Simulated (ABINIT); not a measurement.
Input of an ABINIT 10.8.3 (patched build) run:

Contents of run.abi:

```
pp_dirpath "./"
pseudos "Ga.upf, N.upf"

acell 3*1.0 Angstrom
rprim
     0.0000000000     2.2749439300     2.2749439300
     2.2749439300     0.0000000000     2.2749439300
     2.2749439300     2.2749439300     0.0000000000
ntypat 2
znucl 31 7
natom 2
typat 1 2
xred
     0.0000000000     0.0000000000     0.0000000000
     0.2500000000     0.2500000000     0.2500000000
chkprim 0
chksymtnons 0
tolsym 1.0e-6

ecut 42.0

kptopt 1
ngkpt 8 8 8
nshiftk 1
shiftk 0.0 0.0 0.0

ixc 11

nband 13
occopt 3
tsmear 0.00183747

nstep 100
tolvrs 1.0e-10

iomode 3
prtwf 0
prtden 0
prteig 0
prtebands 0
enunit 2
```

Potentials or basis: PseudoDojo NC SR PBE v0.4.1 standard.

Launch:

```console
$ mpirun --bind-to none -np 4 abinit run.abi > log 2>&1
```

**Question.** Estimate the band gap on the k mesh.

**Answer.** 1.57 eV, direct.

**Question.** Estimate the pressure.

**Answer.** 0.0 GPa.
